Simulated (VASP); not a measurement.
A run of VASP 6.6.1 is set up as follows.

INCAR

```
PREC = Accurate
ENCUT = 500
EDIFF = 1E-6
ISMEAR = 0
SIGMA = 0.02
LREAL = F
LASPH = T
NELM = 60
ALGO = Normal
ISIF = 2
LWAVE = F
LCHARG = T
GGA = PE
LELF = T
LVHAR = T
```

Contents of KPOINTS:

```
Automatic mesh
0
Gamma
  5 5 7
```

POSCAR

```
I
1.0
    2.5383465792     -3.7066249365      0.0000000000
    2.5383465792      3.7066249365      0.0000000000
   -1.6208748370      0.0000000000      2.3810977968
I
1
Direct
    0.5000000000      0.5000000000      0.5000000000
```

Potentials or basis: VASP PAW PBE potentials, release 64 (I_GW).

The run is started by

```sh
$ cat potpaw_PBE.64/I_GW/POTCAR > POTCAR
$ mpirun -np 1 vasp_std > vasp.out
```

**Question.** Predict the band gap on the k mesh.

**Answer.** None (metal or under the smearing width).

**Question.** What does it give for the pressure?

**Answer.** 0.8 GPa.

Stress tensor (GPa, compression positive):
```
 0.47  0.00 -0.86
 0.00  0.78  0.00
-0.86  0.00  1.20
```

Caveat: the k mesh is coarse (spacing up to 0.38 Å⁻¹), so the values aren't converged; an odd number of electrons without spin polarisation forces a metal; a magnetic or distorted state may lie lower. Spin-orbit coupling is left out, which matters for the levels of I.
